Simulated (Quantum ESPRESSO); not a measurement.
The system is La.

```
La
1.0
     3.75000    0.00000    0.00000
    -1.87500    3.24760    0.00000
     0.00000    0.00000    6.07000
La
2
Direct
  0.66667 0.33333 0.75000
  0.33333 0.66667 0.25000
```

This isn't the form of La at room conditions, which is double hcp.

| Property | Result |
| --- | --- |
| Program | Quantum ESPRESSO 7.5 |
| Task | single point |
| Functional | PBE |
| Potentials or basis | SSSP 1.3 efficiency PBE |
| Cutoff | 748 eV |
| Density cutoff | 5987 eV |
| k mesh | 8 × 8 × 5 |
| Occupations | fermi-dirac, width 0.05 eV |
| Spin | no spin polarisation |

On this cell: pressure 0.8 GPa; largest force under 0.003 eV/Å; band gap on the k mesh none (metal or under the smearing width).

The same run follows on a disturbed copy (atoms moved at random, drawn with an rms of 0.05 Å):

```
CELL_PARAMETERS angstrom
3.75000 0.00000 0.00000
-1.87500 3.24760 0.00000
0.00000 0.00000 6.07000
ATOMIC_POSITIONS crystal
La 0.66078 0.31229 0.74326
La 0.33264 0.65901 0.25161
```

**Question.** What changes?

**Answer.** The energy (extrapolated to zero smearing) moves by +0.9 meV/atom; pressure 0.8 GPa; largest force 0.079 eV/Å; band gap on the k mesh none (metal or under the smearing width).

Forces in eV/Å, atoms in the order of the input:
```
La  -0.001  0.001  0.079
La   0.001 -0.001 -0.079
```

Stress tensor (GPa, compression positive):
```
0.84 0.01 0.00
0.01 0.98 0.02
0.00 0.02 0.62
```
